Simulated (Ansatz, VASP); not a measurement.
AlH6: VASP beside Ansatz

```
CELL_PARAMETERS angstrom
0.00000 2.68010 2.68010
2.68010 0.00000 2.68010
2.68010 2.68010 0.00000
ATOMIC_POSITIONS crystal
Al 0.00000 0.00000 0.00000
H 0.50000 0.50000 0.00000
H 0.50000 0.00000 0.50000
H 0.00000 0.00000 0.50000
H 0.00000 0.50000 0.00000
H 0.00000 0.50000 0.50000
H 0.50000 0.00000 0.00000
```

Change from the starting cell: species swapped into the Zn6Mo type (Fm-3m, No. 225).

Alike in both runs: functional PBE; k mesh 6 × 6 × 6; occupations gaussian, width 0.1 eV; no spin polarisation.

Ansatz relaxed the structure, and its values are those at the end. VASP's run is a single point on that final structure, the one shown.

|  | VASP | Ansatz |
| --- | --- | --- |
| version | VASP 6.6.1 | Ansatz 0.2.0 |
| potentials or method | VASP PAW PBE potentials, release 64 (Al, H) | scalar-relativistic, plane waves, PAW |
| plane-wave cutoff (eV) | 520 | 420 |
| valence electrons in the cell | 9 | 9 |

Ansatz gave:

```
gap on the k mesh at the Fermi level (eV) : none
pressure (GPa)                            : 0.0
```

Q: Which values does VASP return?

A: gap on the k mesh at the Fermi level (eV): none; pressure (GPa): -0.3.

A gap of «none» marks a metal or a gap that the smearing closes. With one functional, cell and mesh, what is left measures potentials, basis and numerics.
